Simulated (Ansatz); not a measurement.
A run of Ansatz 0.2.0 is set up as follows.

File input.yaml:

```yaml
crystal:
  lattice:
    - [1.725725178, 0.9963478961, 3.1296800121]
    - [-1.725725178, 0.9963478961, 3.1296800121]
    - [0.0, -1.9926957921, 3.1296800121]
  atoms:
    - { symbol: P, position: [0.77291975, 0.77291975, 0.77291975] }
    - { symbol: P, position: [0.22708025, 0.22708025, 0.22708025] }
hamiltonian:
  xc: pbesol
  pseudopotentials: { kind: paw }
kpoints:
  mp_grid: { grid: [8, 8, 8] }
scf:
  occupations: { method: fermi_dirac, width: 0.05 }
phonons:
  method: dfpt
  qmesh: [2, 2, 2]
  temperatures: { t_max: 1000, t_step: 100 }
  qpath:
    path:
      - [[0.0, 0.0, 0.0], [0.5, 0.0, 0.0], [0.5, 0.2342330829, -0.2342330829]]
      - [[0.7657669171, 0.5, 0.2342330829], [0.5, 0.5, 0.5], [0.0, 0.0, 0.0], [0.3671165415, 0.0, -0.3671165415]]
      - [[0.6328834585, 0.3671165415, 0.0], [0.5, 0.5, 0.0], [0.6328834585, 0.6328834585, 0.2342330829], [0.5, 0.5, 0.5]]
      - [[0.5, 0.0, 0.0], [0.7657669171, 0.3671165415, 0.3671165415]]
    npoints: 8
```

Potentials or basis: Ansatz PAW.

The run is started by

```sh
$ ansatz run input.yaml --threads 2 --pin off --max-ram 5632MiB --backend cpu --events-out ev --progress --plain --runs-dir out
```

**Question.** What does it give for the highest phonon frequency?

**Answer.** 422 cm⁻¹.

**Question.** What does it give for the band gap on the k mesh?

**Answer.** None (metal or under the smearing width).

Phonon frequencies in cm⁻¹ (negative: imaginary):
```csv
q point,frequencies
"(0.000, 0.000, 0.000)",0 0 0 302 302 348
"(0.000, 0.000, -0.500)",171 181 213 324 349 365
"(0.000, -0.500, -0.500)",145 163 227 293 296 354
"(-0.500, -0.500, -0.500)",37 133 133 368 368 422
```

Caveat: the q mesh is small, so phonon branches between its points and thermal values are rough; some levels weren't fully converged.
